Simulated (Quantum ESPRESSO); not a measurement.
## Au under changes of volume

One of the cells (16.855 Å³/atom); the others are scaled copies at fixed shape and fractional positions:

```
Au
1.0
     0.00000    2.03500    2.03500
     2.03500    0.00000    2.03500
     2.03500    2.03500    0.00000
Au
1
Direct
  0.00000 0.00000 0.00000
```

* Program: Quantum ESPRESSO 7.5
* Functional: AM05
* Potentials or basis: PseudoDojo 0.4 FR PBE standard
* Cutoff: 1034 eV
* Density cutoff: 4136 eV
* k mesh: 11 × 11 × 11
* Occupations: fermi-dirac, width 0.05 eV
* Spin: spin-orbit coupling, no magnetisation

```csv
volume (Å³/atom),energy over the lowest point (meV/atom),pressure (GPa)
15.843,37.59,12.8
16.181,15.81,7.9
16.518,3.67,3.6
16.855,0.00,-0.2
17.192,3.78,-3.5
17.529,?,?
17.866,30.06,-8.9
```

What does the run at 17.529 Å³/atom give?

Energy over the lowest point 14.07 meV/atom; pressure -6.4 GPa.

Worked out: A Birch-Murnaghan fit of order 3 (a polynomial in V^(-2/3)) to the other rows has its minimum at 16.85 Å³/atom with B0 = V·E''(V) = 177 GPa and B' = 5.4. It gives 14.05 meV/atom at 17.529 Å³/atom, against the run's 14.07, and -dE/dV = -6.3 GPa, against -6.4.

Energies are extrapolated to zero smearing.

Caveats: the potentials were made for another functional, which shifts forces and pressure.
